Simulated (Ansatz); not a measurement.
# WC: the cost of one run

Method: DFT PBE, scalar-relativistic, plane waves, PAW, in Ansatz 0.2.0.

1 further run of the same task is left out (it didn't finish). Runs told in other sessions of the task aren't counted.

## 1. The system as given

Symmetry: P6mm, No. 183, hexagonal system. The conventional cell has a = 2.984 Å, b = 2.984 Å, c = 4.537 Å, α = 90.00°, β = 90.00°, γ = 120.00°. W (site symmetry 6mm) has 1 C at 2.01 Å in its first shell of neighbours. C (site symmetry 6mm) has 1 W at 2.01 Å in its first shell of neighbours.

As a file:

```cif
data_structure
_symmetry_space_group_name_H-M 'P 1'
_symmetry_Int_Tables_number 1
_cell_length_a 2.9840
_cell_length_b 2.9840
_cell_length_c 4.5374
_cell_angle_alpha 90.000
_cell_angle_beta 90.000
_cell_angle_gamma 120.000
_cell_volume 34.99
loop_
_atom_site_label
_atom_site_type_symbol
_atom_site_fract_x
_atom_site_fract_y
_atom_site_fract_z
_atom_site_occupancy
W1 W 0.00000 0.00000 0.66812 1
C1 C 0.00000 0.00000 0.22424 1
```

The cell is invented: random cell by space group and Wyckoff sites (P6mm, No. 183). The dimensions are guesses.

## 2. A first look at the guess

The input, input.yaml:

```yaml
crystal:
  lattice:
    - [2.98404924, 0.0, 0.0]
    - [-1.49202462, 2.58426245, 0.0]
    - [0.0, 0.0, 4.53741272]
  atoms:
    - { symbol: W, position: [0.0, 0.0, 0.66811859] }
    - { symbol: C, position: [0.0, 0.0, 0.22423689] }
basis:
  ecutwfc: 420
kpoints:
  mp_grid: { grid: [6, 6, 4] }
hamiltonian:
  xc: pbe
scf:
  occupations: { method: gaussian, width: 0.1 }
  lower_state_search: "off"
output:
  forces: true
  stress: true
  eigenvalues: true
```

The run is started by

```console
$ ansatz run input.yaml --threads 1 --pin off --max-ram 2560MiB --backend cpu --events-out ev --progress --plain --runs-dir out
```

Q: Estimate wall time and peak memory on 1 thread of AMD EPYC (Zen 3), shared host.

About 2.2 s, with a peak of 0.3 GiB.
